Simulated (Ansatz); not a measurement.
## A vibration from a frozen displacement in SiC

Theory: Ansatz, DFT LDA, scalar-relativistic, plane waves, PAW. The runs took a 420 eV cutoff, a Γ-centred 14×14×14 mesh and Gaussian smearing (0.05 eV). No spin polarisation. Energies are free energies at this smearing, counted from the undisturbed cell; pressure is positive in compression.

The undisturbed cell (as given, not relaxed at this level; it stands at -2.9 GPa):

```xyz
2
Lattice="0.0000 2.1740 2.1740 2.1740 0.0000 2.1740 2.1740 2.1740 0.0000" Properties=species:S:1:pos:R:3 pbc="T T T"
Si    0.0000    0.0000    0.0000
C     3.2610    3.2610    3.2610
```

Every Si atom is moved by x along the Cartesian unit vector (0.000, -0.707, -0.707); the cell and all other atoms stay fixed. The cell's volume is 20.55 Å³; the moved atoms weigh 28.085 u together and the others 12.011 u. Some rows repeat others by symmetry and weren't run.

```
  x (Å)  ΔE (meV/cell) total force on the moved atoms along the move (eV/Å) pressure (GPa)
-0.5000        2611.74                                               11.3038         31.7672
-0.4375        1960.82                                                9.5457         22.9095
-0.3750        1415.55                                                7.9260         15.5578
-0.3125         967.92                                                6.4164          9.5928
-0.2500         611.41                                                5.0070          4.9080
-0.1875         340.34                                                3.6795          1.3939
-0.1250         150.12                                                2.4166         -1.0413
-0.0625          37.36                                                1.1973         -2.4713
 0.0000           0.00                                                0.0000         -2.9427
 0.0625          37.36                                               -1.1973         -2.4713
 0.1250         150.12                                               -2.4166         -1.0413
 0.1875         340.34                                               -3.6795          1.3939
 0.2500         611.41                                               -5.0070          4.9080
 0.3125         967.92                                               -6.4164          9.5928
 0.3750        1415.55                                               -7.9260         15.5578
 0.4375        1960.82                                               -9.5457         22.9095
 0.5000        2611.74                                              -11.3038         31.7672
```

**Question.** What frequency belongs to this motion?

**Answer.** The force constant is k = −dF/dx = 19.156 eV/Å², from the parabola through x = -0.0625, 0 and 0.0625. In every cell the moved atoms swing against the rest, so the mass is μ = m₁m₂/(m₁ + m₂) = 8.413 u, and ν̃ = 521.5 cm⁻¹ × √(|k|/μ) = 787 cm⁻¹, at this cell's pressure of -2.9 GPa. To first order in x, and within 1 %, the force on every atom lies along the move and, within each of the two groups, in proportion to the atom's mass, so this is itself a mode at the zone centre of this cell, taken without macroscopic field (the transverse frequency in a polar insulator).

**Question.** How far does the harmonic law reach?

**Answer.** At x = -0.500 Å, kx²/2 = 2394.55 meV against the computed 2611.74 meV (+9.1 %): the well stiffens in this direction at large amplitude.

**Question.** The pressure changes with x². What does that say about the frequency under compression?

**Answer.** With E = k(V)x²/2, k ∝ V^(−2γ) and x scaling with the cell as V^(1/3), P − P0 = −∂E/∂V = (2γ − 2/3) ΔE/V. At x = 0.1250 Å, V(P − P0) = 20.55 × 1.90139 / 160.2 eV = 243.88 meV and ΔE = 150.12 meV, so γ = 1/3 + V(P − P0)/(2ΔE) = 1.15. This is the Grüneisen parameter of the motion under uniform scaling of the cell: shrinking the cell evenly by 1 % in volume raises the frequency by about 1.15 %.

The gap closes along the scan, which can put kinks into the curve.

Cost: 9 runs of about 0.85 core-minutes in all, on Intel Xeon 6975P-C (Granite Rapids) (shared hosts).